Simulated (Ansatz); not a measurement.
**A Se vacancy in rocksalt PbSe, 63 atoms, charge 0**

All numbers come from Ansatz (PAW, plane waves, no spin–orbit coupling) at the single k point (¼, ¼, ¼) without its symmetry partners. The atoms were relaxed with PBEsol in a fixed cell; other functionals are single points on those atoms unless said otherwise. The valence top and gap of the host come from the perfect supercell at Γ, which can miss a band edge that doesn't fold there, PBEsol gap 0.11 eV, HSE06 gap 0.71 eV, r²SCAN gap 0.52 eV.

Cell: a = 12.200 Å, b = 12.200 Å, c = 12.200 Å, α = 90.00°, β = 90.00°, γ = 90.00°.

Nearest atoms after relaxation, from the placed atom (for vacancies from the middle of the vacant sites): Pb at 2.96 Å, Pb at 2.97 Å, Pb at 2.97 Å, Pb at 2.97 Å, Pb at 2.97 Å, Pb at 2.97 Å.

Chemical potentials μ are those of reference phases of the elements at zero temperature by the same functional (the usual solids, diamond for C, grey Sn, and the molecules H2, N2, O2, F2, Cl2, Br2 and S8).

```tsv
functional	E(defect) − E(host) − Σ nμ + q·E_VBM (eV)	monopole (eV)	alignment (eV)	formation energy at E_F = VBM (eV)	moment (μB)	wall time, shared host
PBEsol	2.00	0.00	0.00	2.00	0 (no spin)	8.1 s on NVIDIA GB300 (relaxation)
```

Task: Estimate the formation energy and moment that HSE06 gives on these atoms.

Result: 2.17 eV at E_F = VBM, moment 0 (no spin). r²SCAN gives 2.26 eV.

HSE06 one-electron levels near the gap (the ten most localised at most), from the host's valence top:

| level (eV) | spin | filling | atoms sharing it | element of the atom with most weight |
| --- | --- | --- | --- | --- |
| -0.10 | both | 2.00 | 11.3 | Pb |

r²SCAN one-electron levels near the gap (the ten most localised at most), from the host's valence top:

```tsv
level (eV)	spin	filling	atoms sharing it	element of the atom with most weight
-0.13	both	2.00	11.5	Pb
```

All elements are taken at their own reference at once; growth conditions in equilibrium with the host shift these energies, by up to the host's formation enthalpy.

One k point and a cell of this size can leave errors of several tenths of an eV in such numbers.
